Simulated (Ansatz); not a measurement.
Ionic part of the dielectric constant of Mg₂ZnO₃, mode by mode

Level of theory: DFT PBE, scalar-relativistic, plane waves, PAW (Ansatz 0.2.0). Plane waves to 420 eV; Γ-centred k mesh 10×10×10; fixed occupations. No spin polarisation. Phonons by linear response, acoustic sum rule imposed.

Space group Immm (No. 71), orthorhombic, a = 3.031 Å, b = 4.276 Å, c = 9.076 Å. Mg has 6 O at 2.12–2.14 Å; Zn has 6 O at 2.14–2.17 Å; O on a site of symmetry mmm is surrounded by 4 Mg at 2.13 Å and 2 Zn at 2.14 Å; O on a site of symmetry mm2 has 4 Mg at 2.12–2.14 Å and 2 Zn at 2.17 Å.

It was reached by relaxing an invented guess, and it needn't be the stable form of this composition.

The primitive cell has V = 58.80 Å³ and ε∞,xx = 3.860. Each polar mode adds Δε = (4.92064×10⁷/V)·S/ν² along x, with S its oscillator strength in e²/amu, ν in cm⁻¹ and V in Å³.

Question: From these modes, find each Δε and ε0,xx.
| ν (cm⁻¹) | S_xx (e²/amu) |
| --- | --- |
| 145.68 | 0.1185 |
| 332.54 | 0.7106 |
| 346.70 | 0.4625 |

Answer:
```json
{"ν (cm⁻¹)": "145.68", "Δε": "4.67"}
{"ν (cm⁻¹)": "332.54", "Δε": "5.38"}
{"ν (cm⁻¹)": "346.70", "Δε": "3.22"}
```

The sum is 13.27, so ε0,xx = 17.13; the run's tensor has 17.13.

Question: Where do the longitudinal modes lie for a wave vector along x?

Answer: At 166.54, 341.10, 622.82 cm⁻¹. The Lyddane–Sachs–Teller product Π(ν_LO/ν_TO)² = 4.44 agrees with ε0/ε∞ = 4.44.
